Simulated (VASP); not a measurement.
# Ru (P6_3/mmc) in VASP: further runs, part 2 of 2

VASP 6.6.1. The steps go on from the part before.

## Step 4: Single point, PBEsol (grid = ENCUT=400 dk=0.9 cell=2x2x2 ISMEAR=1 SIGMA=0.1 LREAL=Auto EDIFF=1e-06)

INCAR reads:

```
SYSTEM = Ru
PREC     = Accurate       ! precision mode
ENCUT    = 400            ! plane-wave cutoff, eV
EDIFF    = 1E-6           ! SCF threshold, eV
ISMEAR   = 1              ! smearing method
SIGMA    = 0.1            ! smearing width, eV
LREAL    = Auto         
LASPH    = .True.         ! aspherical terms in the spheres
NELM     = 120            ! most SCF steps
ALGO     = Fast           ! electronic algorithm
ISIF     = 2              ! what is computed and relaxed
LWAVE    = .False.        ! write WAVECAR
LCHARG   = .False.        ! write CHGCAR
GGA      = PS             ! functional
NBANDS   = 128            ! bands
```

KPOINTS reads:

```
regular mesh
0
Gamma
  2 2 1
  0 0 0
```

POSCAR reads:

```
Ru
1.0
    5.4116000000      0.0000000000      0.0000000000
   -2.7058000000      4.6865830752      0.0000000000
    0.0000000000      0.0000000000      8.5638000000
Ru
16
Direct
    0.3333333334      0.1666666666      0.3750000000
    0.3333333334      0.1666666666      0.8750000000
    0.3333333334      0.6666666666      0.3750000000
    0.3333333334      0.6666666666      0.8750000000
    0.8333333333      0.1666666666      0.3750000000
    0.8333333333      0.1666666666      0.8750000000
    0.8333333333      0.6666666666      0.3750000000
    0.8333333333      0.6666666666      0.8750000000
    0.1666666666      0.3333333334      0.1250000000
    0.1666666666      0.3333333334      0.6250000000
    0.1666666666      0.8333333333      0.1250000000
    0.1666666666      0.8333333333      0.6250000000
    0.6666666666      0.3333333334      0.1250000000
    0.6666666666      0.3333333334      0.6250000000
    0.6666666666      0.8333333333      0.1250000000
    0.6666666666      0.8333333333      0.6250000000
```

Potentials or basis: VASP PAW PBE potentials, release 64 (Ru_pv).

Run with:

```console
> cat potpaw_PBE.64/Ru_pv/POTCAR > POTCAR
> mpirun -np 1 vasp_std > vasp.out
```

OUTCAR:

```text
SYSTEM = Ru
   PREC = Accurate
   ENCUT = 400
   EDIFF = 1E-6
   ISMEAR = 1
   LREAL = Auto
   LASPH = .True.
   NELM = 120
   ISIF = 2
   GGA = PS

 Found      2 irreducible k-points:

 Following reciprocal coordinates:
            Coordinates               Weight
  0.000000  0.000000  0.000000      1.000000
  0.500000  0.000000  0.000000      3.000000
   k-points           NKPTS =      2   k-points in BZ     NKDIM =      2   number of bands    NBANDS=    128
   number of dos      NEDOS =    301   number of ions     NIONS =     16
   total plane-waves  NPLWV =  72576
   dimension x,y,z NGX =    36 NGY =   36 NGZ =   56
   dimension x,y,z NGXF=    72 NGYF=   72 NGZF=  112
   ions per type =              16
   NGX,Y,Z   is equivalent  to a cutoff of  11.06, 11.06, 10.87 a.u.
   NGXF,Y,Z  is equivalent  to a cutoff of  22.12, 22.12, 21.74 a.u.
 SYSTEM =  Ru
   PREC   = accura    normal or accurate (medium, high low for compatibility)
   ISTART =      0    job   : 0-new  1-cont  2-samecut
   ICHARG =      2    charge: 1-file 2-atom 10-const
   ISPIN  =      1    spin polarized calculation?
   LNONCOLLINEAR =      F non collinear calculations
   LSORBIT =      F    spin-orbit coupling
   LASPH  =      T    aspherical Exc in radial PAW
   ENCUT  =  400.0 eV  29.40 Ry    5.42 a.u.   8.82  8.82 13.97*2*pi/ulx,y,z
   NELM   =    120;   NELMIN=  2; NELMDL= -5     # of ELM steps
   EDIFF  = 0.1E-05   stopping-criterion for ELM
   LREAL  =      T    real-space projection
   EDIFFG = 0.1E-04   stopping-criterion for IOM
   NSW    =      0    number of steps for IOM
   IBRION =     -1    ionic relax: 0-MD 1-quasi-New 2-CG
   NFREE  =      0    steps in history (QN), initial steepest desc. (CG)
   ISIF   =      2    stress and relaxation
   ISYM   =      2    0-nonsym 1-usesym 2-fastsym
   POTIM  = 0.5000    time-step for ionic-motion
   TEBEG  =    0.0;   TEEND  =   0.0 temperature during run
   PSTRESS=    0.0 pullay stress
   NELECT =     224.0000    total number of electrons
   NUPDOWN=      -1.0000    fix difference up-down
   EMIN   =  10.00;   EMAX   =-10.00  energy-range for DOS
   EFERMI =   0.00;   METHOD = LEGACY
   ISMEAR =     1;   SIGMA  =   0.10  broadening in eV -4-tet -1-fermi 0-gaus
   EFERMI_NEDOS =   21; number of points for ismear=-14 and -15
   IALGO  =     68    algorithm
   IMIX   =      4    mixing-type and parameters
     AMIX     =   0.40;   BMIX     =  1.00
     AMIX_MAG =   1.60;   BMIX_MAG =  1.00
  volume/ion in A,a.u.               =      13.57        91.61
  Fermi-wavevector in a.u.,A,eV,Ry     =   1.654022  3.125649 37.222674  2.735789
  Thomas-Fermi vector in A             =   2.742361
   LORBIT       =      0    0 simple, 1 ext, 2 COOP (PROOUT), +10 PAW based schemes
   GGA     = PS    functional components
   LHFCALC =     F    Hartree Fock is set to
   AEXX    =    0.0000 exact exchange contribution
   IVDW    =     0    specifies the selected vdW correction
   LEPSILON=     F    determine dielectric tensor
   LRPA    =     F    only Hartree local field effects (RPA)
 non-spin polarized calculation
 RMM-DIIS sequential band-by-band and
 Methfessel and Paxton  Order N= 1 SIGMA  =   0.10
  energy-cutoff  :      400.00
  volume of cell :      217.19
 maximum number of plane-waves:      3981
 NGX is ok and might be reduce to    36
   NGX = 17   NGY = 17   NGZ = 27

 number of electron     224.0000057 magnetization

 Free energy of the ion-electron system (eV)
  ---------------------------------------------------
  ext. energy  EPLUGINS =         0.00000000
  ---------------------------------------------------
  free energy    TOTEN  =      -165.58887508 eV

  energy without entropy =     -165.55156911  energy(sigma->0) =     -165.57643976

 E-fermi :  12.8175     XC(G=0): -14.2696

 val. band max:       12.4701412205   @ k =   0.5000   0.0000   0.0000
 cond. band min:      12.8376397358   @ k =   0.5000   0.0000   0.0000
 fundamental gap:      0.3674985153
 Fermi energy:        12.8175023279

 k-point     1 :       0.0000    0.0000    0.0000
  band No.  band energies     occupation
      1     -30.9030      2.00000
      2     -30.7157      2.00000
      3     -30.7157      2.00000
      4     -30.7157      2.00000
      5     -30.7157      2.00000
      6     -30.7157      2.00000
[... 116 lines left out ...]
    123      14.5181     -0.00000
    124      14.5234     -0.00000

 k-point     2 :       0.5000    0.0000    0.0000
  band No.  band energies     occupation
      1     -30.7080      2.00000
      2     -30.7080      2.00000
      3     -30.6060      2.00000
      4     -30.6060      2.00000
      5     -30.6060      2.00000
      6     -30.6060      2.00000
[... 116 lines left out ...]
    123      14.3157     -0.00000
    124      14.3757     -0.00000
 [bands above 124 left out]

------------------------ aborting loop because EDIFF is reached ----------------------------------------

  FORCE on cell =-STRESS in cart. coord.  units (eV):
  Direction    XX          YY          ZZ          XY          YZ          ZX
  --------------------------------------------------------------------------------------
  -------------------------------------------------------------------------------------
  Total      -11.4183256    -11.4183256    -21.2709959     -0.0000000      0.0000000      0.0000000
  in kB      -84.2295504    -84.2295504   -156.9097323     -0.0000000      0.0000000      0.0000000
  external PRESSURE =    -108.4562777 kB  Pullay stress =       0.0000000 kB

 VOLUME and BASIS-vectors are now :
 -----------------------------------------------------------------------------
  energy-cutoff  :      400.00
  volume of cell :      217.19
      direct lattice vectors                 reciprocal lattice vectors
     5.411600000  0.000000000  0.000000000     0.184788233  0.106687536  0.000000000
    -2.705800000  4.686583075  0.000000000     0.000000000  0.213375072  0.000000000
     0.000000000  0.000000000  8.563800000     0.000000000  0.000000000  0.116770592

 POSITION                                       TOTAL-FORCE (eV/Angst)
 -----------------------------------------------------------------------------------
      1.35290      0.78110      3.21143         0.000000     -0.000000     -0.000000
      1.35290      0.78110      7.49333         0.000000      0.000000     -0.000000
      0.00000      3.12439      3.21143         0.000000     -0.000000     -0.000000
      0.00000      3.12439      7.49333         0.000000     -0.000000      0.000000
      4.05870      0.78110      3.21143         0.000000      0.000000      0.000000
      4.05870      0.78110      7.49333        -0.000000     -0.000000     -0.000000
[... 8 lines left out ...]
      1.35290      3.90549      1.07048         0.000000      0.000000      0.000000
      1.35290      3.90549      5.35238        -0.000000     -0.000000     -0.000000
 -----------------------------------------------------------------------------------
    total drift:                                0.000001      0.000002      0.000000

  FREE ENERGIE OF THE ION-ELECTRON SYSTEM (eV)
  ---------------------------------------------------
  free  energy   TOTEN  =      -165.5888750826 eV

  energy  without entropy=     -165.5515691124  energy(sigma->0) =     -165.57643976
```

Run time: 2.8 min. Hardware: 1 thread of Intel Xeon Platinum 8375C at 2.90GHz (Ice Lake), shared host; peak memory 0.26 GiB.

The run converged, but some of its settings lie outside the range that counts as converged, so its numbers aren't taken as properties of the crystal.

What came out:

| Quantity | Value |
| --- | --- |
| Free energy | -165.5889 eV |
| Pressure | -10.8 GPa |
| Band gap on the k mesh | none (metal or under the smearing width) |

Caveat: the k mesh is coarse (spacing up to 0.73 Å⁻¹), so the values aren't converged; the PAW data sets were made with another functional, which shifts forces and pressure a little.

## Step 5: The reference run

An earlier run on the cell as given: functional PBE; potentials or basis VASP PAW PBE potentials, release 64 (Ru_pv); cutoff 520 eV; k mesh 11 × 11 × 6; occupations fermi-dirac, width 0.05 eV; no spin polarisation.

* Pressure: 4.5 GPa
* Band gap on the k mesh: none (metal or under the smearing width)
